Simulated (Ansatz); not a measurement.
Crystal: BP.

```
CELL_PARAMETERS angstrom
0.00000 2.26900 2.26900
2.26900 0.00000 2.26900
2.26900 2.26900 0.00000
ATOMIC_POSITIONS crystal
P 0.75000 0.75000 0.75000
B 0.00000 0.00000 0.00000
```

Base run:

| Item | Value |
| --- | --- |
| Program | Ansatz 0.2.0 |
| Functional | revPBE |
| Potentials or basis | Ansatz PAW |
| Cutoff | 420 eV (not typed: the program's choice for these potentials) |
| k mesh | 10 × 10 × 10 |
| Occupations | fermi-dirac, width 0.05 eV |
| Spin | no spin polarisation |

Its results: band gap on the k mesh 1.26 eV, indirect (least direct gap 3.40 eV); pressure 3.3 GPa.

Problem. The run is repeated on the same cell with these changes: functional from revPBE to BLYP. What comes out?

Solution. Band gap on the k mesh 1.51 eV, indirect (least direct gap 3.55 eV); pressure 6.0 GPa.

Caveats: the PAW data sets come from PBE, with cores solved anew for the run's functional, which leaves a small shift of forces and pressure.
